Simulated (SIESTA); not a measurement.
MoS2, a slab with vacuum:

```
Mo S
1.0
     3.18402    0.00000    0.00000
    -1.59201    2.75744    0.00000
     0.00000    0.00000   28.38732
Mo S
3 6
Direct
  0.33333 0.66667 0.22816
  0.33333 0.66667 0.77184
  0.66667 0.33333 0.00000
  0.66667 0.33333 0.17349
  0.66667 0.33333 0.71719
  0.33333 0.66667 0.94533
  0.66667 0.33333 0.28281
  0.66667 0.33333 0.82651
  0.33333 0.66667 0.05467
```

* Program: SIESTA 5.4.2
* Task: single point
* Functional: PBE
* Potentials or basis: PseudoDojo 0.4 standard (PBE files)
* Basis: DZP (energy shift 0.003 Ry; two zetas on semicore shells)
* Grid cutoff: 800 Ry
* Energy shift: 0.003 Ry
* k mesh: 10 × 10 × 1
* Occupations: fermi-dirac, width 0.05 eV
* Spin: no spin polarisation

On this cell: largest force 0.600 eV/Å; band gap on the k mesh 1.30 eV, indirect (least direct gap 1.90 eV).

The same run follows on a disturbed copy (atoms moved at random, drawn with an rms of 0.05 Å):

```
CELL_PARAMETERS angstrom
3.18402 0.00000 0.00000
-1.59201 2.75744 0.00000
0.00000 0.00000 28.38732
ATOMIC_POSITIONS crystal
Mo 0.34495 0.66470 0.22865
Mo 0.32821 0.68177 0.77235
Mo 0.66587 0.33196 0.00168
S 0.67104 0.34266 0.17389
S 0.67131 0.34067 0.71654
S 0.33615 0.67371 0.94494
S 0.65334 0.32456 0.28251
S 0.67760 0.33656 0.82787
S 0.34318 0.67386 0.05260
```

What changes?

The energy moves by +26.9 meV/atom; largest force 2.817 eV/Å; band gap on the k mesh 1.05 eV, indirect (least direct gap 1.74 eV).

Forces in eV/Å, atoms in the order of the input:
```
Mo  -1.170  0.128 -0.437
Mo   1.092 -0.516 -0.170
Mo   0.245  0.524 -2.757
S    0.454 -0.291 -0.624
S   -0.434  0.214 -0.006
S    0.005 -0.211  0.171
S    0.716  0.163  1.071
S   -0.658  0.300  0.155
S   -0.249 -0.311  2.595
```

Stress tensor (GPa, compression positive):
```
 2.44 -0.14 -0.21
-0.14  2.90  0.47
-0.21  0.47  4.21
```

Caveats: the basis of atomic orbitals isn't converged, which shifts pressures, moduli and gaps.

A k mesh can miss the band edges.
